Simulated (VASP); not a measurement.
Runs of VASP 6.6.1 on Si. The structure is orthorhombic, space group Imma (No. 74). The conventional cell has a = 4.502 Å, b = 4.737 Å, c = 2.550 Å, α = 90.00°, β = 90.00°, γ = 90.00°. Around Si (site symmetry mm2) lie 8 Si at 2.39 to 2.74 Å. This isn't the form of Si at room conditions, which is diamond.

```csv
level,potentials or basis,cell,target pressure,gap on the mesh (eV),pressure (GPa),relaxed volume (Å³/atom)
PBE,"VASP PAW PBE potentials, release 64 (Si)",relaxed,-,none,0.0,(a)
LDA,"VASP PAW LDA potentials, release 64 (Si)",relaxed to 15.8 GPa,15.8 GPa,none,15.8,-
PBEsol,"VASP PAW PBE potentials, release 64 (Si)",relaxed,-,none,0.0,14.97
PBEsol,"VASP PAW PBE potentials, release 64 (Si)",relaxed to 15.8 GPa,15.8 GPa,none,15.8,-
r2SCAN,"VASP PAW PBE potentials, release 64 (Si)",relaxed to 15.8 GPa,15.8 GPa,none,15.8,-
PBE,"VASP PAW PBE potentials, release 64 (Si)",relaxed to 15.8 GPa,15.8 GPa,none,15.8,-
```

Alike in all rows: task relaxation of cell and atoms; no spin polarisation; k mesh 12 × 12 × 12; cutoff (eV) 600; smearing gaussian 0.03 eV.

Estimate the missing entries.

(a) 15.32.

Caveats: the cell is relaxed towards a set pressure, so the enthalpy falls and the energy may rise (some runs); the PAW data sets were made with another functional, which shifts forces and pressure a little (some runs); the volume moved by +13 % from the deposited cell, more than functionals usually miss (some runs).

A gap of «none» marks a metal or a gap under the smearing width.
